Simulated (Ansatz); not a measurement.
H interstitial in TiAl

These are results of DFT PBE, scalar-relativistic, plane waves, PAW (Ansatz 0.2.0), not measurements. Run with 420 eV cutoff, 4×4×4 k-mesh, Gaussian smearing of 0.10 eV, no spin polarisation.

Host crystal, relaxed:

```cif
data_structure
_symmetry_space_group_name_H-M 'P 1'
_symmetry_Int_Tables_number 1
_cell_length_a 2.8216
_cell_length_b 2.8216
_cell_length_c 4.0783
_cell_angle_alpha 90.000
_cell_angle_beta 90.000
_cell_angle_gamma 90.000
_cell_volume 32.47
loop_
_atom_site_label
_atom_site_type_symbol
_atom_site_fract_x
_atom_site_fract_y
_atom_site_fract_z
_atom_site_occupancy
Ti1 Ti 0.50000 0.50000 0.50000 1
Al1 Al 0.00000 0.00000 0.00000 1
```

Supercell of 32 atoms, rows in host cell vectors: 0 0 2; -2 2 1; -2 -2 1. Atoms relax at the host's cell from a start displaced at random by 0.06 Å near the defect, so other minima may exist. The cell is small, so energies carry finite-size errors of tenths of an eV. The host is a metal. Atoms are taken from and returned to the elements' standard states.

Defect: H interstitial at (0.000, 0.500, 0.250) of the host cell.

Q: What is the formation energy of the neutral defect?

A: 0.20 eV.

Q: Does the neutral defect carry a moment, and how do its surroundings relax?

A: The neutral run had no spin polarisation, so a moment wasn't tested. The nearest neighbours before are 2 Ti at 1.74 Å, 2 Al at 1.74 Å; after relaxation the atoms near the site are 2 Ti at 1.78 Å, 1 Al at 1.82 Å, 1 Al at 1.83 Å; the largest move is 0.09 Å.